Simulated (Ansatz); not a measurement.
Take CoPt (space group P4/mmm, No. 123; ferromagnetic; relaxed with 0.1 eV smearing) as the base.

```
CoPt
1.0
    2.67696     0.00000     0.00000
    0.00000     2.67696     0.00000
    0.00000     0.00000     3.72890
Co Pt
1 1
Direct
  0.50000   0.50000   0.50000
  0.00000   0.00000   0.00000
```

Cartesian axes are those of the cell as printed.

Calculations: r2SCAN, PAW, 500 eV (Ansatz, a program for electronic structure; without spin-orbit coupling).

Strains are applied to the cell and any free atomic positions relax.

One change was made to it. Results:

```tsv
quantity	base	after
energy relative to the base (free energy F)	0 meV/atom	+2.1 meV/atom
largest site moment	2.20 μB	2.20 μB
shortest interatomic distance	265.7 pm	263.3 pm
```

Problem. What was done to the base?
A. uniaxial strain ε_xx = −2.42 %
B. tensor shear ε_xy = +3.92 %
C. strain tensor (xx, yy, zz, yz, xz, xy) = (−0.43, −0.21, +0.21, +0.17, +0.90, −0.16) %

Solution. C, strain tensor (xx, yy, zz, yz, xz, xy) = (−0.43, −0.21, +0.21, +0.17, +0.90, −0.16) %. For comparison, the energy relative to the base in the other runs: tensor shear ε_xy = +3.92 % gives +4.8 meV/atom; uniaxial strain ε_xx = −2.42 % gives +12 meV/atom.

Other magnetic orders, which the real material may have, were not ruled out. Stability against distortions was not tested.
